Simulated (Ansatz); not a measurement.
## Levels at Γ against strain in MgS

```xyz
2
Lattice="0.0000 2.6016 2.6016 2.6016 0.0000 2.6016 2.6016 2.6016 0.0000" Properties=species:S:1:pos:R:3 pbc="T T T"
Mg    0.0000    0.0000    0.0000
S     2.6016    2.6016    2.6016
```

Atom numbers follow the list: Mg1, S2.

The cell is COD entry 9008672, as deposited and not checked against the literature; nothing was relaxed.

These are results of DFT, PBE, all-electron LAPW, scalar-relativistic (Ansatz 0.2.0), not measurements.

The runs use a Γ-centred 8×8×8 k mesh, Fermi–Dirac smearing of 0.01 eV, basis error target 0.25 meV/atom, no spin polarisation.

The cell is scaled evenly. Fractional coordinates are held (clamped ions).

Only quantities that a quadratic follows smoothly over the whole series are listed; rougher ones are left out.

```
ln(V/Vcell)  direct gap at Γ (eV)  smallest gap on mesh and path (eV)
    -0.0619                 4.225                               2.916
    -0.0101                 3.798                               2.808
     0.0000                 3.718                               2.787
     0.0583                 3.276                               2.660
```

(1) Fit the series and give the slopes at zero strain.

(2) One run, at ln(V/Vcell) = 0.0100, is withheld. Predict its row.

## Answers

(1) Least-squares fits y = p0 + p1 x + p2 x² to the rows give direct gap at Γ (eV): p1 = -7.88, p2 = 5.1; smallest gap on mesh and path (eV): p1 = -2.13, p2 = -0.72. So dEg/dln V = -7.9 eV for the direct gap at Γ, which isn't the fundamental gap here: that one has dEg/dln V = -2.1 eV. Semilocal gaps are too small, but their slopes carry over better.

(2) The fits give 3.640, 2.765; the run gave 3.640, 2.765.
